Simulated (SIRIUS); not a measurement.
The system is GaN.

```
Ga N
1.0
     0.00000    2.25350    2.25350
     2.25350    0.00000    2.25350
     2.25350    2.25350    0.00000
Ga N
1 1
Direct
  0.00000 0.00000 0.00000
  0.25000 0.25000 0.25000
```

The cell is a database's computed one.

* Program: SIRIUS 7.10.0
* Task: single point
* Functional: PBE
* Potentials or basis: PseudoDojo 0.4.1 PBE standard (scalar relativistic)
* Cutoff: 1152 eV
* Density cutoff: 4606 eV
* k mesh: 10 × 10 × 10
* Occupations: fermi-dirac, width 0.05 eV
* Spin: no spin polarisation

On this cell: pressure 5.2 GPa; largest force zero by symmetry; band gap on the k mesh 1.76 eV.

The same run follows on a disturbed copy (atoms moved at random, drawn with an rms of 0.05 Å):

```xyz
2
Lattice="0.0000 2.2535 2.2535 2.2535 0.0000 2.2535 2.2535 2.2535 0.0000" Properties=species:S:1:pos:R:3 pbc="T T T"
Ga   -0.0158    0.0025    0.0107
N     1.1376    1.1248    1.1058
```

Problem. What changes?

Solution. The energy moves by +5.3 meV/atom; pressure 5.4 GPa; largest force 0.508 eV/Å; band gap on the k mesh 1.68 eV.

Forces in eV/Å, atoms in the order of the input:
```
Ga   0.326 -0.010 -0.390
N   -0.326  0.010  0.390
```

Stress tensor (GPa, compression positive):
```
 5.34  1.91  0.05
 1.91  5.44 -1.60
 0.05 -1.60  5.30
```

A k mesh can miss the band edges.
